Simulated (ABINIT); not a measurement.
A run of ABINIT 10.8.3 (patched build) is set up as follows.

run.abi

```
# Pseudopotentials
pp_dirpath "./"
pseudos "Sn.upf, O.upf"

# Structure
acell 3.81369522 3.81369522 4.8869133 Angstrom
rprim
     1.0000000000     0.0000000000     0.0000000000
     0.0000000000     1.0000000000     0.0000000000
     0.0000000000     0.0000000000     1.0000000000
ntypat 2
znucl 50 8
natom 4
typat 1 1 2 2
xcart
     3.6034197443     0.0000000000     7.0612671447
     0.0000000000     3.6034197443     2.1736605871
     0.0000000000     0.0000000000     0.0000000000
     3.6034197443     3.6034197443     0.0000000000

# Plane-wave basis
ecut 35.0

# k points
kptopt 1
ngkpt 5 5 4
nshiftk 1
shiftk 0.0 0.0 0.0

# Exchange and correlation
ixc 7

# Bands and occupations
nband 24
occopt 3
tsmear 0.05 eV

# SCF cycle
nstep 100
tolvrs 1.0e-10

# Output
iomode 3
prtwf 0
prtden 0
prteig 0
prtebands 0
enunit 2
```

Potentials or basis: PseudoDojo NC SR LDA v0.4.1 standard.

The run is started by

```bash
$ abinit run.abi > log 2>&1
```

Estimate the largest force.

0.198 eV/Å.

Predict the band gap on the k mesh.

0.64 eV, indirect (least direct gap 2.07 eV).

Forces on the atoms (eV/Å):
```
Sn   0.000  0.000  0.198
Sn   0.000  0.000 -0.198
O    0.000  0.000  0.000
O    0.000  0.000  0.000
```

Caveat: spin-orbit coupling is left out, which moves the levels of the heavy elements; an odd mesh through Γ misses points on the zone boundary, where band edges often lie.
